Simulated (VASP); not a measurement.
# ZnS (P6_3mc) in VASP: notebook

The runs below take ZnS through single point, with PBE.

All numbers are computed with VASP 6.6.1; they aren't measurements. Logs are shortened: lines on timing, memory, paths and dates and some standing lists are left out, and cuts for length are marked.

**Experimental background.**

From a printed reference work, monograph, for a bulk crystal of ZnS at 4 K: band gap 3.911 eV (direct).

How close the calculation comes is told below.

### Step 1. The cell of the first run

It takes space group P6_3mc (No. 186, hexagonal). Conventional cell: a = 3.722 Å, b = 3.722 Å, c = 6.125 Å, α = 90.00°, β = 90.00°, γ = 120.00°. Zn (site symmetry 3m) has 4 S at 2.28 to 2.29 Å within 3.0 Å. Within 3.0 Å of S (site symmetry 3m) lie 4 Zn at 2.28 to 2.29 Å.

### Step 2. Single point, PBE (18.37 Å³/atom)

File INCAR:

```
PREC = Accurate ; ENCUT = 520
EDIFF = 1E-6 ; ISMEAR = 0
SIGMA = 0.02 ; LREAL = F
LASPH = T ; NELM = 100
ALGO = Normal ; ISIF = 2
LWAVE = F ; LCHARG = F
GGA = PE ; NBANDS = 26
```

File KPOINTS:

```
Automatic mesh
0
Gamma
  12 12 6
```

File POSCAR:

```
ZnS
1.0
    3.7219818732      0.0000000000      0.0000000000
   -1.8609909366      3.2233308547      0.0000000000
    0.0000000000      0.0000000000      6.1249843102
Zn S
2 2
Direct
    0.3333333333      0.6666666667      0.0058843266
    0.6666666667      0.3333333333      0.5058843266
    0.3333333333      0.6666666667      0.3791156734
    0.6666666667      0.3333333333      0.8791156734
```

Potentials or basis: VASP PAW PBE potentials, release 64 (Zn, S).

Run with:

```bash
$ cat potpaw_PBE.64/Zn/POTCAR potpaw_PBE.64/S/POTCAR > POTCAR
$ mpirun -np 1 vasp_std > vasp.out
```

OUTCAR:

```text
PREC = Accurate
   ENCUT = 520
   EDIFF = 1E-6
   ISMEAR = 0
   LREAL = F
   LASPH = T
   NELM = 100
   ISIF = 2
   GGA = PE

 ion  position               nearest neighbor table
   1  0.333  0.667  0.006-   4 2.28   4 2.28   4 2.28   3 2.29
   2  0.667  0.333  0.506-   3 2.28   3 2.28   3 2.28   4 2.29
   3  0.333  0.667  0.379-   2 2.28   2 2.28   2 2.28   1 2.29
   4  0.667  0.333  0.879-   1 2.28   1 2.28   1 2.28   2 2.29

  LATTYP: Found a hexagonal cell.
 ALAT       =     3.7219818732
 C/A-ratio  =     1.6456244331

  Lattice vectors:

 A1 = (   3.7219818732,   0.0000000000,   0.0000000000)
 A2 = (  -1.8609909366,   3.2233308547,   0.0000000000)
 A3 = (   0.0000000000,   0.0000000000,   6.1249843102)

Analysis of symmetry for initial positions (statically):
=====================================================================
 Subroutine PRICEL returns:
 Original cell was already a primitive cell.

 Routine SETGRP: Setting up the symmetry group for a
 hexagonal supercell.

 Subroutine GETGRP returns: Found 12 space group operations
 (whereof  6 operations were pure point group operations)
 out of a pool of 24 trial point group operations.

The static configuration has the point symmetry C_3v.
 The point group associated with its full space group is C_6v.

Analysis of symmetry for dynamics (positions and initial velocities):
=====================================================================
 Subroutine PRICEL returns:
 Original cell was already a primitive cell.

 Routine SETGRP: Setting up the symmetry group for a
 hexagonal supercell.

 Subroutine GETGRP returns: Found 12 space group operations
 (whereof  6 operations were pure point group operations)
 out of a pool of 24 trial point group operations.

The dynamic configuration has the point symmetry C_3v.
 The point group associated with its full space group is C_6v.

 Subroutine INISYM returns: Found 12 space group operations
 (whereof  6 operations are pure point group operations),
 and found     1 'primitive' translations

----------------------------------------------------------------------------------------

                                     Primitive cell

  volume of cell :      73.4825

  direct lattice vectors                    reciprocal lattice vectors
     3.721981873  0.000000000  0.000000000     0.268674065  0.155119044  0.000000000
    -1.860990937  3.223330855  0.000000000     0.000000000  0.310238088  0.000000000
     0.000000000  0.000000000  6.124984310     0.000000000  0.000000000  0.163265724

  length of vectors
     3.721981873  3.721981873  6.124984310     0.310238088  0.310238088  0.163265724

  position of ions in fractional coordinates (direct lattice)
     0.333333333  0.666666667  0.005884327
     0.666666667  0.333333333  0.505884327
     0.333333333  0.666666667  0.379115673
     0.666666667  0.333333333  0.879115673

  ion indices of the primitive-cell ions
   primitive index   ion index
                 1           1
                 2           2
                 3           3
                 4           4

----------------------------------------------------------------------------------------

 KPOINTS: Automatic mesh

Automatic generation of k-mesh.
 Grid dimensions read from file:
 generate k-points for:   12   12    6

 Generating k-lattice:

  Cartesian coordinates                     Fractional coordinates (reciprocal lattice)
     0.022389505  0.012926587  0.000000000     0.083333333  0.000000000  0.000000000
     0.000000000  0.025853174  0.000000000     0.000000000  0.083333333  0.000000000
     0.000000000  0.000000000  0.027210954     0.000000000  0.000000000  0.166666667

  Length of vectors
     0.025853174  0.025853174  0.027210954

  Shift w.r.t. Gamma in fractional coordinates (k-lattice)
     0.000000000  0.000000000  0.000000000

 Subroutine IBZKPT returns following result:
 ===========================================

 Found     76 irreducible k-points:

 Following reciprocal coordinates:
            Coordinates               Weight
  0.000000  0.000000  0.000000      1.000000
  0.083333  0.000000  0.000000      6.000000
  0.166667  0.000000  0.000000      6.000000
  0.250000 -0.000000  0.000000      6.000000
  0.333333  0.000000  0.000000      6.000000
  0.416667  0.000000  0.000000      6.000000
[... 16 lines left out ...]
  0.250000 -0.000000  0.166667     12.000000
  0.333333  0.000000  0.166667     12.000000
 [... further k-points ...]
   k-points           NKPTS =     76   k-points in BZ     NKDIM =     76   number of bands    NBANDS=     26
   number of dos      NEDOS =    301   number of ions     NIONS =      4
   total plane-waves  NPLWV =  37632
   dimension x,y,z NGX =    28 NGY =   28 NGZ =   48
   dimension x,y,z NGXF=    56 NGYF=   56 NGZF=   96
   ions per type =               2   2
   NGX,Y,Z   is equivalent  to a cutoff of  12.51, 12.51, 13.03 a.u.
   NGXF,Y,Z  is equivalent  to a cutoff of  25.01, 25.01, 26.06 a.u.
 SYSTEM =  unknown system
   PREC   = accura    normal or accurate (medium, high low for compatibility)
   ISTART =      0    job   : 0-new  1-cont  2-samecut
   ICHARG =      2    charge: 1-file 2-atom 10-const
   ISPIN  =      1    spin polarized calculation?
   LNONCOLLINEAR =      F non collinear calculations
   LSORBIT =      F    spin-orbit coupling
   LASPH  =      T    aspherical Exc in radial PAW
   ENCUT  =  520.0 eV  38.22 Ry    6.18 a.u.   6.92  6.92 11.39*2*pi/ulx,y,z
   NELM   =    100;   NELMIN=  2; NELMDL= -5     # of ELM steps
   EDIFF  = 0.1E-05   stopping-criterion for ELM
   LREAL  =      F    real-space projection
   EDIFFG = 0.1E-04   stopping-criterion for IOM
   NSW    =      0    number of steps for IOM
   IBRION =     -1    ionic relax: 0-MD 1-quasi-New 2-CG
   NFREE  =      0    steps in history (QN), initial steepest desc. (CG)
   ISIF   =      2    stress and relaxation
   ISYM   =      2    0-nonsym 1-usesym 2-fastsym
   POTIM  = 0.5000    time-step for ionic-motion
   TEBEG  =    0.0;   TEEND  =   0.0 temperature during run
   PSTRESS=    0.0 pullay stress
   NELECT =      36.0000    total number of electrons
   NUPDOWN=      -1.0000    fix difference up-down
   EMIN   =  10.00;   EMAX   =-10.00  energy-range for DOS
   EFERMI =   0.00;   METHOD = LEGACY
   ISMEAR =     0;   SIGMA  =   0.02  broadening in eV -4-tet -1-fermi 0-gaus
   EFERMI_NEDOS =   21; number of points for ismear=-14 and -15
   IALGO  =     38    algorithm
   IMIX   =      4    mixing-type and parameters
     AMIX     =   0.40;   BMIX     =  1.00
     AMIX_MAG =   1.60;   BMIX_MAG =  1.00
  volume/ion in A,a.u.               =      18.37       123.97
  Fermi-wavevector in a.u.,A,eV,Ry     =   1.290568  2.438820 22.661405  1.665566
  Thomas-Fermi vector in A             =   2.422392
   LORBIT       =      0    0 simple, 1 ext, 2 COOP (PROOUT), +10 PAW based schemes
   GGA     = PE    functional components
   LHFCALC =     F    Hartree Fock is set to
   AEXX    =    0.0000 exact exchange contribution
   IVDW    =     0    specifies the selected vdW correction
   LEPSILON=     F    determine dielectric tensor
   LRPA    =     F    only Hartree local field effects (RPA)
 non-spin polarized calculation
 Gauss-broadening in eV      SIGMA  =   0.02
  energy-cutoff  :      520.00
  volume of cell :       73.48
 maximum number of plane-waves:      2004
 NGX is ok and might be reduce to    28
   NGX = 13   NGY = 13   NGZ = 23

 number of electron      36.0000016 magnetization

 Free energy of the ion-electron system (eV)
  ---------------------------------------------------
  ext. energy  EPLUGINS =         0.00000000
  ---------------------------------------------------
  free energy    TOTEN  =       -13.51788694 eV

  energy without entropy =      -13.51788694  energy(sigma->0) =      -13.51788694

 E-fermi :   2.9210     XC(G=0):  -9.9642

 val. band max:        2.8266144903   @ k =   0.0000   0.0000   0.0000
 cond. band min:       5.3284278128   @ k =   0.0000   0.0000   0.0000
 fundamental gap:      2.5018133225
 Fermi energy:         2.9210018349

 k-point     1 :       0.0000    0.0000    0.0000
  band No.  band energies     occupation
      1     -10.8720      2.00000
      2      -9.8095      2.00000
      3      -3.8433      2.00000
      4      -3.8188      2.00000
      5      -3.8188      2.00000
      6      -3.7239      2.00000
[... 18 lines left out ...]
     25      10.5492      0.00000
     26      12.3962      0.00000

 k-point     2 :       0.0833    0.0000    0.0000
  band No.  band energies     occupation
      1     -10.8188      2.00000
      2      -9.7789      2.00000
      3      -3.8358      2.00000
      4      -3.8215      2.00000
      5      -3.8080      2.00000
      6      -3.7201      2.00000
[... 18 lines left out ...]
     25      10.7825      0.00000
     26      11.9749      0.00000

 k-point     3 :       0.1667    0.0000    0.0000
  band No.  band energies     occupation
      1     -10.6661      2.00000
      2      -9.6956      2.00000
      3      -3.8444      2.00000
      4      -3.8006      2.00000
      5      -3.7802      2.00000
      6      -3.7024      2.00000
[... 18 lines left out ...]
     25      11.1478      0.00000
     26      11.4241      0.00000

 k-point     4 :       0.2500   -0.0000    0.0000
  band No.  band energies     occupation
      1     -10.4356      2.00000
      2      -9.5858      2.00000
      3      -3.8580      2.00000
      4      -3.7721      2.00000
      5      -3.7473      2.00000
      6      -3.6538      2.00000
[... 18 lines left out ...]
     25      11.4979      0.00000
     26      11.8144      0.00000

 k-point     5 :       0.3333    0.0000    0.0000
  band No.  band energies     occupation
      1     -10.1672      2.00000
      2      -9.4898      2.00000
      3      -3.8561      2.00000
      4      -3.7434      2.00000
      5      -3.7218      2.00000
      6      -3.5664      2.00000
[... 18 lines left out ...]
     25      11.6207      0.00000
     26      12.8478      0.00000

 k-point     6 :       0.4167    0.0000    0.0000
  band No.  band energies     occupation
      1      -9.9262      2.00000
      2      -9.4464      2.00000
      3      -3.8425      2.00000
      4      -3.7082      2.00000
      5      -3.6855      2.00000
      6      -3.4902      2.00000
[... 427 lines left out ...]
 k-point    21 :       0.0833    0.0000    0.1667
  band No.  band energies     occupation
      1     -10.7599      2.00000
      2      -9.8624      2.00000
      3      -3.8492      2.00000
      4      -3.8117      2.00000
      5      -3.8035      2.00000
      6      -3.7308      2.00000
[... 18 lines left out ...]
     25      10.5957      0.00000
     26      11.8338      0.00000

 k-point    22 :       0.1667    0.0000    0.1667
  band No.  band energies     occupation
      1     -10.6101      2.00000
      2      -9.7717      2.00000
      3      -3.8571      2.00000
      4      -3.7950      2.00000
      5      -3.7743      2.00000
      6      -3.7156      2.00000
[... 18 lines left out ...]
     25      11.2263      0.00000
     26      11.4620      0.00000

 k-point    23 :       0.2500   -0.0000    0.1667
  band No.  band energies     occupation
      1     -10.3847      2.00000
      2      -9.6496      2.00000
      3      -3.8693      2.00000
      4      -3.7775      2.00000
      5      -3.7391      2.00000
      6      -3.6644      2.00000
[... 18 lines left out ...]
     25      11.6245      0.00000
     26      12.0734      0.00000

 k-point    24 :       0.3333    0.0000    0.1667
  band No.  band energies     occupation
      1     -10.1242      2.00000
      2      -9.5373      2.00000
      3      -3.8685      2.00000
      4      -3.7588      2.00000
      5      -3.7106      2.00000
      6      -3.5746      2.00000
[... 18 lines left out ...]
     25      11.8382      0.00000
     26      12.9119      0.00000

 [... further k-points ...]

------------------------ aborting loop because EDIFF is reached ----------------------------------------

  FORCE on cell =-STRESS in cart. coord.  units (eV):
  Direction    XX          YY          ZZ          XY          YZ          ZX
  --------------------------------------------------------------------------------------
  -------------------------------------------------------------------------------------
  Total        3.7649085      3.7649085      3.7775345      0.0000000      0.0000000      0.0000000
  in kB       82.0882290     82.0882290     82.3635206      0.0000000      0.0000000      0.0000000
  external PRESSURE =      82.1799929 kB  Pullay stress =       0.0000000 kB

 VOLUME and BASIS-vectors are now :
 -----------------------------------------------------------------------------
  energy-cutoff  :      520.00
  volume of cell :       73.48
      direct lattice vectors                 reciprocal lattice vectors
     3.721981873  0.000000000  0.000000000     0.268674065  0.155119044  0.000000000
    -1.860990937  3.223330855  0.000000000     0.000000000  0.310238088  0.000000000
     0.000000000  0.000000000  6.124984310     0.000000000  0.000000000  0.163265724

 POSITION                                       TOTAL-FORCE (eV/Angst)
 -----------------------------------------------------------------------------------
     -0.00000      2.14889      0.03604         0.000000     -0.000000     -0.001068
      1.86099      1.07444      3.09853        -0.000000      0.000000     -0.001068
     -0.00000      2.14889      2.32208         0.000000     -0.000000      0.001068
      1.86099      1.07444      5.38457         0.000000      0.000000      0.001068
 -----------------------------------------------------------------------------------
    total drift:                               -0.000001     -0.000002     -0.000802

  FREE ENERGIE OF THE ION-ELECTRON SYSTEM (eV)
  ---------------------------------------------------
  free  energy   TOTEN  =       -13.5178869445 eV

  energy  without entropy=      -13.5178869445  energy(sigma->0) =      -13.51788694
```

Wall time 68 s (1 thread of AMD EPYC 9R45 (Zen 5), shared host); peak memory 0.23 GiB.

Results:

* Free energy: -13.5179 eV
* Pressure: 8.2 GPa
* Band gap on the k mesh: 2.50 eV

Caveat: the cell stands under pressure.

(Continued in part 2 of 2.)
